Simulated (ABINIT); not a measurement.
# Quasiparticle gap of InP (F-43m) in ABINIT

Wanted: ground state, empty states, screening and self-energy for InP (F-43m).

Calculated with ABINIT 10.8.3; PBE and many-body steps on it, plane waves.

Most raw output is cut from this account.

## Step 1: Starting point

The structure is cubic, space group F-43m (No. 216). The conventional cell has a = 5.869 Å, b = 5.869 Å, c = 5.869 Å, α = 90.00°, β = 90.00°, γ = 90.00°. Nearest to In lie 4 P at 2.54 Å. Nearest to P lie 4 In at 2.54 Å. Farther neighbours are not listed.

The cell and positions come from the Crystallography Open Database and are kept as given unless a step says otherwise.

## Step 2: Ground state

This step: ABINIT 10.8.3; DFT, PBE, plane waves, norm-conserving pseudopotentials.

The ground-state density comes first.

Input file run.abi:

```
acell 3*1.0 Angstrom
rprim 
  -0.000000000000 2.934350000000 2.934350000000
  2.934350000000 -0.000000000000 2.934350000000
  2.934350000000 2.934350000000 -0.000000000000
ntypat 2
znucl 49 15
natom 2
typat 1 2
xred 
  0.000000000000 0.000000000000 0.000000000000
  0.250000000000 0.250000000000 0.250000000000
pp_dirpath "pseudos"
pseudos "In.upf, P.upf"
ecut 33
ngkpt 6 6 6
nshiftk 1
shiftk 0 0 0
kptopt 1
chksymbreak 0
nband 18
occopt 1
tolvrs 1e-10
nstep 60
prtwf 0
optforces 0
optstress 0
indata_prefix "in"
outdata_prefix "out"
tmpdata_prefix "tmp"
```

Command:

```console
> OMP_NUM_THREADS=1 mpirun -n 8 abinit run.abi > log
```

Wall time 6.8 s (8 MPI ranks of Arm Neoverse V2, shared host); peak memory 0.61 GiB; 53 s of CPU time.

Numbers from this step:

```yaml
total_energy: -5615.9374 eV
gap: 0.6874 eV
k_of_the_valence_top: 0, 0, 0
k_of_the_conduction_bottom: 0, 0, 0
least_direct_gap: 0.6874 eV
```

The gap is direct, at Γ.

## Step 3: Bands along the symmetry lines

The cheap functional maps the bands first; the places of the edges decide which points the dearer methods must see.

Input file run.abi:

```
acell 3*1.0 Angstrom
rprim 
  -0.000000000000 2.934350000000 2.934350000000
  2.934350000000 -0.000000000000 2.934350000000
  2.934350000000 2.934350000000 -0.000000000000
ntypat 2
znucl 49 15
natom 2
typat 1 2
xred 
  0.000000000000 0.000000000000 0.000000000000
  0.250000000000 0.250000000000 0.250000000000
pp_dirpath "pseudos"
pseudos "In.upf, P.upf"
ecut 33
iscf -2
irdden 1
kptopt 0
nkpt 50
kpt 
  0.00000000 0.00000000 0.00000000
  -0.06250000 -0.06250000 0.00000000
  -0.12500000 -0.12500000 0.00000000
  -0.18750000 -0.18750000 0.00000000
  -0.25000000 -0.25000000 0.00000000
  -0.31250000 -0.31250000 0.00000000
  -0.37500000 -0.37500000 0.00000000
  -0.43750000 -0.43750000 0.00000000
  -0.50000000 -0.50000000 0.00000000
  -0.48437500 -0.48437500 0.03125000
  -0.46875000 -0.46875000 0.06250000
  -0.45312500 -0.45312500 0.09375000
  -0.43750000 -0.43750000 0.12500000
  -0.42187500 -0.42187500 0.15625000
  -0.40625000 -0.40625000 0.18750000
  -0.39062500 -0.39062500 0.21875000
  -0.37500000 -0.37500000 0.25000000
  -0.37500000 0.00000000 0.37500000
  -0.32812500 0.00000000 0.32812500
  -0.28125000 0.00000000 0.28125000
  -0.23437500 0.00000000 0.23437500
  -0.18750000 0.00000000 0.18750000
  -0.14062500 0.00000000 0.14062500
  -0.09375000 0.00000000 0.09375000
  -0.04687500 0.00000000 0.04687500
  0.00000000 0.00000000 0.00000000
  0.00000000 0.00000000 0.06250000
  0.00000000 0.00000000 0.12500000
  0.00000000 0.00000000 0.18750000
  0.00000000 0.00000000 0.25000000
  0.00000000 0.00000000 0.31250000
  0.00000000 0.00000000 0.37500000
  0.00000000 0.00000000 0.43750000
  -0.00000000 -0.00000000 0.50000000
  -0.06250000 -0.03125000 0.46875000
  -0.12500000 -0.06250000 0.43750000
  -0.18750000 -0.09375000 0.40625000
  -0.25000000 -0.12500000 0.37500000
  -0.31250000 -0.15625000 0.34375000
  -0.37500000 -0.18750000 0.31250000
  -0.43750000 -0.21875000 0.28125000
  -0.50000000 -0.25000000 0.25000000
  -0.50000000 -0.28125000 0.21875000
  -0.50000000 -0.31250000 0.18750000
  -0.50000000 -0.34375000 0.15625000
  -0.50000000 -0.37500000 0.12500000
  -0.50000000 -0.40625000 0.09375000
  -0.50000000 -0.43750000 0.06250000
  -0.50000000 -0.46875000 0.03125000
  -0.50000000 -0.50000000 0.00000000
istwfk *1
nband 20
nbdbuf 2
tolwfr 1e-08
nstep 40
prtwf 0
prtvol 0
indata_prefix "in"
outdata_prefix "out"
tmpdata_prefix "tmp"
```

Elapsed: 8.8 s, on 8 MPI ranks; peak memory 0.54 GiB; 70 s of CPU time.

This step gave:

| Quantity | Value |
| --- | --- |
| gap | 0.6874 eV |
| k of the valence top | 0, 0, 0 |
| k of the conduction bottom | 0, 0, 0 |
| least direct gap | 0.6874 eV |

The gap is 0.687 eV, as in the run before at this level.

Electronic bands along the path, in eV, zero at the top of the highest filled band:

```
    point  band 10  band 11  band 12  band 13  band 14  band 15  band 16  band 17
        Γ   -11.49     0.00     0.00     0.00     0.69     4.09     4.09     4.09
  halfway   -10.60    -3.33    -1.40    -1.40     2.49     3.12     6.37     6.37
        X    -9.13    -5.73    -2.31    -2.31     1.77     2.27     9.20     9.56
  halfway    -9.12    -5.69    -2.73    -2.21     2.04     2.87     8.38     8.69
        U    -9.15    -5.59    -3.29    -1.93     2.36     4.39     7.50     7.53
jump to K    -9.15    -5.59    -3.29    -1.93     2.36     4.39     7.50     7.53
  halfway   -10.51    -3.79    -2.00    -0.57     2.82     4.69     4.99     5.21
        Γ   -11.49     0.00     0.00     0.00     0.69     4.09     4.09     4.09
  halfway   -10.82    -3.43    -0.55    -0.55     1.78     4.79     4.79     5.32
        L    -9.78    -5.71    -0.97    -0.97     1.49     4.80     4.80     7.11
  halfway    -9.47    -5.53    -2.68    -1.62     3.16     4.19     5.87     7.21
        W    -9.06    -5.58    -2.94    -2.89     4.29     4.37     5.56     6.21
  halfway    -9.10    -5.66    -2.64    -2.63     2.69     3.10     7.65     7.73
        X    -9.13    -5.73    -2.31    -2.31     1.77     2.27     9.20     9.56
```

## Step 4: Empty states on the mesh, 4×4×4 mesh, 103 bands

The sums over transitions need many empty states on a uniform mesh; this step solves for them.

Input file run.abi:

```
acell 3*1.0 Angstrom
rprim 
  -0.000000000000 2.934350000000 2.934350000000
  2.934350000000 -0.000000000000 2.934350000000
  2.934350000000 2.934350000000 -0.000000000000
ntypat 2
znucl 49 15
natom 2
typat 1 2
xred 
  0.000000000000 0.000000000000 0.000000000000
  0.250000000000 0.250000000000 0.250000000000
pp_dirpath "pseudos"
pseudos "In.upf, P.upf"
ecut 33
ngkpt 4 4 4
nshiftk 1
shiftk 0 0 0
kptopt 1
chksymbreak 0
irdden 1
istwfk *1
nband 103
prtvol 0
optdriver 6
gwr_task "HDIAGO"
paral_kgb 0
occopt 1
indata_prefix "in"
outdata_prefix "out"
tmpdata_prefix "tmp"
```

Run time: 23 s. Hardware: 8 MPI ranks; peak memory 4.5 GiB; 3 min of CPU time.

This step gave:

| Item | Value |
| --- | --- |
| gap | 0.6876 eV |
| k of the valence top | 0, 0, 0 |
| k of the conduction bottom | 0, 0, 0 |
| least direct gap | 0.6876 eV |
| k points computed | 8 |
| lowest point of the top converged band, above the valence top | 70.5521 eV |

On this mesh the gap is 0.688 eV.

## Step 5: Screening, 4×4×4 mesh, 95 bands, screening to 136.1 eV

The RPA dielectric matrix is built and inverted for each q.

This step: RPA screening on PBE, plane waves, norm-conserving pseudopotentials.

run.abi, as its differences from that of step 4:

```diff
@@ -20,10 +20,11 @@
 chksymbreak 0
-irdden 1
 istwfk *1
-nband 103
-prtvol 0
-optdriver 6
-gwr_task "HDIAGO"
-paral_kgb 0
 occopt 1
+irdwfk 1
+optdriver 3
+nband 95
+ecuteps 5
+inclvkb 2
+awtr 1
+symchi 1
 indata_prefix "in"
```

It took 10 s on 8 MPI ranks; peak memory 1.1 GiB.

This step gave:

| Item | Value |
| --- | --- |
| ε∞ with local fields, on this mesh, along the program's q direction | 47.17 |
| the same without local fields | 49.80 |
| plasma frequency | 26.64 eV |
| plane waves in the screening matrix | 169 |

Local fields lower ε∞ by 5 %. On a Γ-centred mesh this coarse the value itself is usually too large, while a short band sum pulls it down.

## Step 6: Self-energy, 4×4×4 mesh, 95 bands, screening to 136.1 eV

The self-energy is evaluated for the states that the input lists, and the levels follow from it, in one-shot runs by the linearised quasiparticle equation.

This step: G0W0 on PBE, plane waves, norm-conserving pseudopotentials.

run.abi, as its differences from that of step 5:

```diff
@@ -23,8 +23,15 @@
 irdwfk 1
-optdriver 3
+optdriver 4
 nband 95
+gwcalctyp 0
+ecutsigx 33
+symsigma 1
+nkptgw 1
+kptgw 
+  0.0000000000 0.0000000000 0.0000000000
+bdgw 
+  11 17
 ecuteps 5
-inclvkb 2
-awtr 1
-symchi 1
+irdscr 1
+ppmodel 1
 indata_prefix "in"
```

Run time: 3.3 s. Hardware: 8 MPI ranks; peak memory 0.97 GiB.

Numbers from this step:

```yaml
g0w0_gap_on_the_points_computed: 1.343 eV
starting_gap_on_the_mesh: 0.6876 eV
k_of_the_valence_top: 0, 0, 0
k_of_the_conduction_bottom: 0, 0, 0
z_at_the_valence_top: 0.776
z_at_the_conduction_bottom: 0.791
least_direct_g0w0_gap_on_the_computed_points: 1.343 eV
```

The gap on the mesh goes from 0.69 eV to 1.34 eV, a correction of +0.66 eV.

Limits: finite bands, cutoff and mesh; no spin-orbit coupling; coarse k mesh. v1 is the top filled band, c1 the lowest empty one. The levels before and after the correction (eV, zero at the valence-band top of each column):

```
           conduction bottom  valence top
Kohn-Sham               0.69         0.00
     G0W0               1.34         0.00
```

```
             level  energy (eV)
Kohn-Sham  Γ v3-v1        0.000
Kohn-Sham     Γ c1        0.688
Kohn-Sham  Γ c2-c4        4.087
     G0W0  Γ v3-v1        0.000
     G0W0     Γ c1        1.343
     G0W0  Γ c2-c4        4.798
```

## Step 7: Where the time went

Times are wall times on 8 MPI ranks of Arm Neoverse V2, shared host, good to a factor of about two.

```
                          step   time  share  memory (GiB)
                  ground state  6.8 s   13 %          0.61
bands along the symmetry lines  8.8 s   17 %          0.54
      empty states on the mesh   23 s   44 %           4.5
                     screening   10 s   20 %           1.1
                   self-energy  3.3 s    6 %          0.97
```

## Step 8: Summary of results

```
PBE gap              : 0.69 eV, direct
G0W0 gap on the mesh : 1.34 eV
GW settings          : 4×4×4 mesh, 95 bands, screening to 136.1 eV, Godby-Needs plasmon pole
known limits         : not at the basis limit; mesh may overstate the screening; no spin-orbit coupling; coarse k mesh
```

G0W0 moves the gap on the mesh from 0.69 eV to 1.34 eV (+0.66 eV), with Z of 0.78 and 0.79 at the edges. Local fields lower the RPA ε∞ on this mesh from 49.80 to 47.17; a Γ-centred mesh this coarse tends to raise both, most where the direct gap is narrow, while a short band sum lowers them. Only 1 of the mesh's irreducible points was corrected, so a valley elsewhere could overtake. The dearest step here is «empty states on the mesh». Bands and cutoff are finite, so the gap is not at the basis limit. The miss can reach some tenths of an eV and take either sign; the mesh is an error of its own. In the G0W0 run levels were corrected at 1 k point alone, so a gap called «on the mesh» is the least over those, and an edge elsewhere would be missed. The 4×4×4 mesh is coarse for this cell, which bears on the long-range parts of exchange and screening. The RPA ε∞ on this mesh reaches over 25; with a narrow direct gap a coarse mesh can overstate it, and the correction is then too small. The many-body steps are scalar-relativistic: spin-orbit coupling is not in them.

[Paths, hosts, dates, memory and timing lines, banners, echoed tables and standing remarks are left out of the program output.]

[Logs are printed without paths, hosts, clocks, repeated set-up lines and the standing remarks that a program may print on its own settings, such as how far it seeks lower states.]

[Runs of the session that timed out or met a known fault of the program may be left out.]

[Hosts, paths, dates, database ids (printed as entryN), source tags and the programs' standing remarks are cut or masked in the printed files.]

[G0W0 gaps are taken among the corrected bands and points alone; a level outside them can change the order at an edge.]

[Where Ansatz stands beside ABINIT at settings called matched, ABINIT's density can come from a denser mesh and the files from another edition; pairs whose starting gaps differed by over 0.03 eV were left out, so agreement reads better than it is.]
